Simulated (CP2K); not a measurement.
Runs of CP2K 2026.2 on Hf. The structure is hexagonal, space group P6_3/mmc (No. 194). The conventional cell has a = 3.197 Å, b = 3.197 Å, c = 5.058 Å, α = 90.00°, β = 90.00°, γ = 120.00°. Hf (site symmetry -6m2) has 12 Hf at 3.13 to 3.20 Å as nearest neighbours. 

| level | cutoff of the non-local correlation (Ry) | gap on the mesh (eV) | pressure (GPa) |
| --- | --- | --- | --- |
| r2SCAN | - | none | 2.1 |
| LDA | - | none | -5.6 |
| BEEF-vdW | 300 | none | (a) |
| PBEsol | - | none | (b) |
| vdW-DF-cx | 300 | none | -2.5 |
| vdW-DF2 | 300 | none | 5.7 |

Alike in all rows: task single point; potentials or basis POTENTIAL_UZH Hf GTH-PBE-q12; TZVP-MOLOPT-PBE-GTH basis; no spin polarisation; cell as given; k mesh 10 × 10 × 5; smearing fermi-dirac 0.05 eV.

**Question.** Estimate the missing entries.

**Answer.** (a) 1.4; (b) -2.9.

Caveats: the potentials were made for another functional, which shifts forces and pressure; the basis of atomic orbitals isn't converged, which shifts pressures, moduli and gaps.

A k mesh can miss the band edges, and the runs leave out spin-orbit coupling on Hf.

A gap of «none» marks a metal or a gap under the smearing width.

Runs at the PBE level aren't shown here.
